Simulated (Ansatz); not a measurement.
Crystal: SnSe.

```
CELL_PARAMETERS angstrom
0.00000 3.01000 3.01000
3.01000 0.00000 3.01000
3.01000 3.01000 0.00000
ATOMIC_POSITIONS crystal
Sn 0.00000 0.00000 0.00000
Se 0.50000 0.50000 0.50000
```

Measurements of this composition are mostly on another form, of space group No. 62.

```yaml
Program: Ansatz 0.2.0
Task: relaxation of cell and atoms
Functional: PBE
Dispersion: D4
Potentials_or_basis: Ansatz PAW
Cutoff: "420 eV (not typed: the program's choice for these potentials)"
k_mesh: 8 × 8 × 8
Occupations: fermi-dirac, width 0.05 eV
Spin: no spin polarisation
```

At the start: volume 27.27 Å³/atom.

Q: How do energy, volume and symmetry change on relaxing?

A: It ends after 4 steps and the volume is 26.62 Å³/atom (-2.4 %); space group Fm-3m (No. 225, to 0.05 Å).

The path:
```
step  energy change (eV)  largest force (eV/Å)  volume (Å³)
   1              0.0000                0.0000        54.54
   2             -0.0049                0.0000        52.78
   3             -0.0054                0.0000        53.23
   4             -0.0052                0.0000        53.23
```

Final structure:
```cif
data_structure
_symmetry_space_group_name_H-M 'P 1'
_symmetry_Int_Tables_number 1
_cell_length_a 4.2225
_cell_length_b 4.2225
_cell_length_c 4.2225
_cell_angle_alpha 60.000
_cell_angle_beta 60.000
_cell_angle_gamma 60.000
_cell_volume 53.23
loop_
_atom_site_label
_atom_site_type_symbol
_atom_site_fract_x
_atom_site_fract_y
_atom_site_fract_z
_atom_site_occupancy
Sn1 Sn 0.00000 0.00000 0.00000 1
Se1 Se 0.50000 0.50000 0.50000 1
```

Caveat: the plane-wave basis is chosen anew once the cell has moved, so the energies of steps on either side of that aren't comparable.
